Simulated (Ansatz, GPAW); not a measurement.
**One calculation of MgO, 3 ways**

```
Mg O
1.0
     0.00000    2.09700    2.09700
     2.09700    0.00000    2.09700
     2.09700    2.09700    0.00000
Mg O
1 1
Cartesian
  0.0000 0.0000 0.0000
  2.0970 2.0970 2.0970
```

The cell is a database's computed one, not the measured one.

Alike in all runs: task single point; functional PBE; k mesh 11 × 11 × 11; occupations gaussian, width 0.025 eV; no spin polarisation; no spin-orbit coupling. Pressure is positive in compression and, in plane waves, holds the error of the finite cutoff, which Ansatz's Pulay term estimates and takes out.

```
                        program and potentials  plane-wave cutoff (eV)                             notes  pressure (GPa)
                            Ansatz, Ansatz PAW                     420  Pulay term of +0.60 GPa included            6.91
Ansatz, all-electron LAPW, scalar-relativistic                       -                                 -            6.97
    GPAW, GPAW PAW data sets (gpaw-data 1.2.1)                     800                                 -            6.97
```

The pressure spans 6.91 (Ansatz, Ansatz PAW) to 6.97 GPa (Ansatz, all-electron LAPW, scalar-relativistic), with all-electron results at 6.97.

The functional is the same throughout but for its coding, so the spread measures potentials, basis and numerics; runs on potential files found faulty are left out.

All three calculations place this cell well on the compressed side of the PBE equilibrium, so rock-salt MgO would expand if relaxed with this functional. The close agreement between PAW and all-electron results means that the pressure belongs to the functional and the chosen volume, not to the potentials. In this ionic solid, the electrostatic attraction between the ions is balanced by Pauli repulsion between their closed shells. The repulsion rises more steeply on shortening the Mg–O distance, and so gives a net outward push here. PBE typically underbinds such oxides and favours too large a volume, which suggests that the database cell was relaxed with a functional that gives shorter bonds.

The Pulay term of +0.60 GPa is much larger than the remaining spread, so the agreement of the run at 420 eV rests on that correction and doesn't show a stress converged with the basis. A single volume fixes the direction of the relaxation, but not the equilibrium lattice constant, which also needs the compressibility.
